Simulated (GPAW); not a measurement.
# Si (R-3) in GPAW: a series of runs

The runs below take Si through band structure, equation of state, with LDA.

Program: GPAW 26.7.0. These are calculated values, not measurements. Logs are shortened: lines on timing, memory, paths and dates and some standing lists are left out, and cuts for length are marked. The log counts tension as positive stress, the text compression.

### Step 1. Starting point

Symmetry: R-3, No. 148, trigonal system. The conventional cell has a = 9.426 Å, b = 9.426 Å, c = 5.652 Å, α = 90.00°, β = 90.00°, γ = 120.00°. Si (site symmetry 1) is surrounded by 4 Si at 2.34 to 2.38 Å. Around Si (site symmetry 3) lie 4 Si at 2.38 to 2.41 Å.

This isn't the form of Si at room conditions, which is diamond.

### Step 2. Band structure, LDA

The input, run.py:

```python
from ase import Atoms
from ase.dft.bandgap import bandgap
from ase.io import write
from ase.units import GPa
from gpaw import GPAW, PW

atoms = Atoms(['Si', 'Si', 'Si', 'Si', 'Si', 'Si', 'Si', 'Si'],
              cell=[[4.7132352766, 2.7211876557, 1.8839989006],
                    [-4.7132352766, 2.7211876557, 1.8839989006],
                    [0.0, -5.4423753114, 1.8839989006]],
              scaled_positions=[[0.5187605, 0.01710242, 0.71491061],
                                [0.28715485, 0.28715485, 0.28715485],
                                [0.71491061, 0.5187605, 0.01710242],
                                [0.4812395, 0.98289758, 0.28508939],
                                [0.28508939, 0.4812395, 0.98289758],
                                [0.71284515, 0.71284515, 0.71284515],
                                [0.98289758, 0.28508939, 0.4812395],
                                [0.01710242, 0.71491061, 0.5187605]],
              pbc=True)

calc = GPAW(mode=PW(600),
            xc='LDA',
            kpts={'size': (4, 4, 4), 'gamma': True},
            occupations={'name': 'fermi-dirac', 'width': 0.05},
            nbands=32,
            convergence={'density': 1e-05, 'energy': 1e-05},
            maxiter=150,
            txt='gpaw.txt')
atoms.calc = calc
energy = atoms.get_potential_energy()
forces = atoms.get_forces()
stress = atoms.get_stress()
calc.write('gs.gpw')
write('result.traj', atoms)
print(f'Energy: {energy:.6f} eV')
print('Forces (eV/A):')
print(forces.round(4))
print('Stress (GPa):', (stress / GPa).round(3))
print('Fermi level:', round(calc.get_fermi_level(), 4), 'eV')
print(f'Gap: {bandgap(calc)[0]:.4f} eV, direct: {bandgap(calc, direct=True)[0]:.4f} eV')

path = atoms.cell.bandpath('GPZQGFP1Q1LZ', npoints=60, eps=1e-4)
bs_calc = calc.fixed_density(kpts=path, symmetry='off', nbands=56,
                             convergence={'bands': 'CBM+6.0', 'eigenstates': 1e-6}, txt='bands.txt')
bs = bs_calc.band_structure()
bs.write('bs.json')
print(f'Gap on the path: {bandgap(bs_calc)[0]:.4f} eV')
```

Potentials or basis: the program's PAW data sets (release 1.2.1) made for this functional, pw.

The run is started by

```bash
> OMP_NUM_THREADS=1 python run.py
```

gpaw.txt:

```text
__  _  _
 | _ |_)|_||  |
 |__||  | ||/\| - 26.7.0

Input parameters:
  mode=PW(ecut=600.0),
  convergence={'density': 1e-05, 'energy': 1e-05},
  kpts=MonkhorstPack(size=(4, 4, 4), gamma=True),
  maxiter=150,
  nbands=32,
  occupations=Occupations(name='fermi-dirac', width=0.05),
  xc=XC(name='LDA')

Diagonalizing LCAO Hamiltonian
Converting LCAO to pw mode

             Si  Si
                     Si   Si

        Si   Si
                 Si  Si

Atoms  # Å, Bohr magnetons
|   | symbol |         x |         y |        z |    initial magnetic moments |
|---|--------|-----------|-----------|----------|-----------------------------|
| 0 |     Si |  2.364433 | -2.432628 | 2.356456 | ( 0.0000,  0.0000,  0.0000) |
| 1 |     Si |  0.000000 | -0.000000 | 1.622998 | ( 0.0000,  0.0000,  0.0000) |
| 2 |     Si |  0.924502 |  3.263973 | 2.356456 | ( 0.0000,  0.0000,  0.0000) |
| 3 |     Si | -2.364433 |  2.432628 | 3.295541 | ( 0.0000,  0.0000,  0.0000) |
| 4 |     Si | -0.924502 | -3.263973 | 3.295541 | ( 0.0000,  0.0000,  0.0000) |
| 5 |     Si |  0.000000 |  0.000000 | 4.028998 | ( 0.0000,  0.0000,  0.0000) |
| 6 |     Si |  3.288934 |  0.831345 | 3.295541 | ( 0.0000,  0.0000,  0.0000) |
| 7 |     Si | -3.288934 | -0.831345 | 2.356456 | ( 0.0000,  0.0000,  0.0000) |

Unit cell  # Å
| periodic |         x |         y |        z |  lengths |     angles |
|----------|-----------|-----------|----------|----------|------------|
|      yes |  4.713235 |  2.721188 | 1.883999 | 5.759245 | 109.845369 |
|      yes | -4.713235 |  2.721188 | 1.883999 | 5.759245 | 109.845369 |
|      yes |  0.000000 | -5.442375 | 1.883999 | 5.759245 | 109.845369 |

Number of symmetries: 6
Symmetry operations  # r_c * U_cc + t_c -> r_c
|   | kind |            matrix            |
|---|------|------------------------------|
| 0 |  E   |  1, 0, 0,  0, 1, 0,  0, 0, 1 |
| 1 |  C3  |  0, 1, 0,  0, 0, 1,  1, 0, 0 |
| 2 |  C3  |  0, 0, 1,  1, 0, 0,  0, 1, 0 |
| 3 |  S6  |  0, 0,-1, -1, 0, 0,  0,-1, 0 |
| 4 |  S6  |  0,-1, 0,  0, 0,-1, -1, 0, 0 |
| 5 |  i   | -1, 0, 0,  0,-1, 0,  0, 0,-1 |

BZ-sampling:
  Number of BZ points: 64
  Number of IBZ points: 14

  Monkhorst-Pack size: [4, 4, 4]
  Monkhorst-Pack shift: [0.125, 0.125, 0.125]

K-points  # in reciprocal-cell coordinates
|     |                                coordinates |     weight |
|-----|--------------------------------------------|------------|
|   0 | (  0.00000000,   0.00000000,   0.00000000) | 0.01562500 |
|   1 | (  0.25000000,   0.00000000,  -0.25000000) | 0.09375000 |
|   2 | (  0.25000000,   0.00000000,   0.00000000) | 0.09375000 |
|   3 | (  0.25000000,   0.25000000,  -0.25000000) | 0.09375000 |
|   4 | (  0.25000000,   0.25000000,   0.00000000) | 0.09375000 |
|   5 | (  0.25000000,   0.25000000,   0.25000000) | 0.03125000 |
|   6 | (  0.50000000,   0.00000000,   0.00000000) | 0.04687500 |
|   7 | (  0.50000000,   0.00000000,   0.25000000) | 0.09375000 |
|   8 | (  0.50000000,   0.25000000,  -0.25000000) | 0.09375000 |
|   9 | (  0.50000000,   0.25000000,   0.00000000) | 0.09375000 |
| ... |                                            |            |
|  13 | (  0.50000000,   0.50000000,   0.50000000) | 0.01562500 |

Plane wave coefficients: 4859
Cutoff: 600.0 eV

Spin-components: 1 (collinear spins)
Bands:           32
Projectors:      40
Spin-degeneracy: 2
Datatype:        complex128

Parallelization:
  kpt:    1
  domain: 1
  band:   1

Density:
  Valence electrons: 32.0
  Components: 1
  Grid points: [35 35 35]
  Charge: 0.0  # |e|

Potential:
  Grid points: [35 35 35]

species:
  Si:
    name:    Silicon
    Z:       14.0
    valence: 4
    core:    10
    charge:  0.0  # [|e|]
    compensation charges:
      type: gauss
      rc: 0.33  # [Å]
      lmax: 2
    cutoffs:
      filter: 1.86  # [Å]
      core: 2.06  # [Å]
    projectors
    | kind |    occ | energy [eV] | rcut [Å] |
    |------|--------|-------------|----------|
    |   3s |  2.000 |     -10.878 |    1.058 |
    |   3p |  2.000 |      -4.162 |    1.058 |
    |    s |        |      16.334 |    1.058 |
    |    p |        |      23.049 |    1.058 |
    |    d |        |       0.000 |    1.058 |

    Using partial waves for Si as LCAO basis

Reference energy: -62869.705464  # eV

eigensolver:
  PPCG
  Converge bands: occupied
  niter=2

density mixing:
  MSR1-Mixer
  Pratt-step length: 0.05
  Maximum mixing coefficient: 0.75
  Old densities: 10
  SVD Regularization: 0.005
  Good broyden scale: 1.0
  Trust region scale: 1.0
  Backstep threshold: 4.0
  History deletion threshold: 6.0
  Fourier metric: weight=20.0, sigma=0.015

occupation numbers:
  Fermi-Dirac:
    width: 0.0500  # eV

poisson solver:
  ecut: 4800.0  # eV

xc functional:
  name: None

convergence criteria:
- Maximum integral of absolute [dens]ity change: 1e-05 electrons / valence electron
- Maximum [total energy] change in last 3 cyles: 1e-05 eV / valence electron
- Maximum integral of absolute [eigenst]ate change: 4e-08 eV^2 / valence electron
maximum number of iterations: 150

SCF iterations
|iter     | |      energy | eigst |  dens |
|---------|-|-------------|-------|-------|
|iter:   1| |  -47.104749 | -0.10 |       |
|iter:   2| |  -47.015584 | -2.74 | -0.84 |
|iter:   3| |  -46.554674 | -2.06 | -0.87 |
|iter:   4| |  -46.548778 | -3.42 | -1.51 |
|iter:   5| |  -46.547680 | -4.27 | -2.10 |
|iter:   6| |  -46.547658 | -5.84 | -2.69 |
|iter:   7| |  -46.547663c| -7.02 | -3.24 |
|iter:   8| |  -46.547663c| -7.88c| -3.85 |
|iter:   9| |  -46.547664c| -7.77c| -4.20 |
|iter:  10| |  -46.547664c| -8.78c| -5.52c|

Converged in 10 steps
Energy contributions relative to reference atoms: (reference = -62869.705464)

Energy contributions:
  Kinetic:          53.683860
  Coulomb:         -45.621953
  Zero:             -0.090729
  External:          0.000000
  Xc:              -54.517136
  Entropy:          -0.003412
  Spinorbit:         0.000000
  ----------------------------
  Free energy:     -46.549370
  Extrapolated:    -46.547664

dipole moment: (0.000000, 0.000000, -0.000031)  # |e|*Ang

Fermi level: 6.324
Eigenvalues  # (at kpt = [0.000, 0.000, 0.000])
| band index |      eig [eV] | occ [0-2] |
|------------|---------------|-----------|
|          0 |        -6.355 |     2.000 |
|        ... |               |           |
|          8 |         1.501 |     2.000 |
|          9 |         1.501 |     2.000 |
|         10 |         2.059 |     2.000 |
|         11 |         2.357 |     2.000 |
|         12 |         2.357 |     2.000 |
|         13 |         5.022 |     2.000 |
[... 8 lines left out ...]
|         22 |        11.194 |     0.000 |
|         23 |        11.194 |     0.000 |
|        ... |               |           |
|         31 |        14.045 |     0.000 |

No gap
No difference between direct/indirect transitions

Forces  # eV/Ang
|        x |        y |        z |
|----------|----------|----------|
| -0.00016 | -0.10503 |  0.06177 |  # Si   0
|  0.00000 |  0.00000 | -0.01148 |  # Si   1
|  0.09103 |  0.05238 |  0.06177 |  # Si   2
|  0.00016 |  0.10503 | -0.06177 |  # Si   3
| -0.09103 | -0.05238 | -0.06177 |  # Si   4
|  0.00000 |  0.00000 |  0.01148 |  # Si   5
|  0.09088 | -0.05265 | -0.06177 |  # Si   6
| -0.09088 |  0.05265 |  0.06177 |  # Si   7

Stress tensor  # eV/Ang^3
|        x |        y |        z |
|----------|----------|----------|
| 0.017067 | 0.000000 | 0.000000 |
| 0.000000 | 0.017067 | 0.000000 |
| 0.000000 | 0.000000 | 0.012354 |

# Writing to gs.gpw (mode='')
```

Run time: 4.7 min. Hardware: 1 thread of Intel Xeon Platinum 8259CL at 2.50GHz (Skylake/Cascade Lake), shared host; peak memory 0.62 GiB.

What came out:

* Free energy: -46.5494 eV
* Pressure: -2.5 GPa
* Largest force: 0.122 eV/Å
* Band gap along the path: none (metal or under the smearing width)

Forces in eV/Å, atoms in the order of the input:
```
Si   0.000 -0.105  0.062
Si   0.000  0.000 -0.011
Si   0.091  0.052  0.062
Si   0.000  0.105 -0.062
Si  -0.091 -0.052 -0.062
Si   0.000  0.000  0.011
Si   0.091 -0.053 -0.062
Si  -0.091  0.053  0.062
```

Stress tensor (GPa, compression positive):
```
-2.73  0.00  0.00
 0.00 -2.73  0.00
 0.00  0.00 -1.98
```

Levels at the corners of the path, in eV from the Fermi level:
```tsv
point	band 13	band 14	band 15	band 16	band 17	band 18	band 19	band 20
Γ	-3.97	-1.30	-1.30	-0.79	1.75	1.99	1.99	4.00
P	-2.00	-1.56	-0.92	-0.92	0.06	1.36	1.36	2.38
Z	-2.29	-1.99	0.18	0.18	1.71	2.43	2.71	2.71
Q	-3.09	-2.37	-2.37	-2.13	1.61	1.94	1.94	2.82
Γ	-3.97	-1.30	-1.30	-0.79	1.75	1.99	1.99	4.00
F	-2.28	-1.80	-1.62	-1.19	0.47	0.90	1.35	2.09
P1	-2.00	-1.56	-0.92	-0.92	0.06	1.36	1.36	2.38
Q1	-3.09	-2.37	-2.37	-2.13	1.61	1.94	1.94	2.82
L	-1.79	-1.63	-1.36	-1.02	-0.03	0.96	2.01	2.13
Z	-2.29	-1.99	0.18	0.18	1.71	2.43	2.71	2.71
```

(Continued in part 2 of 2.)
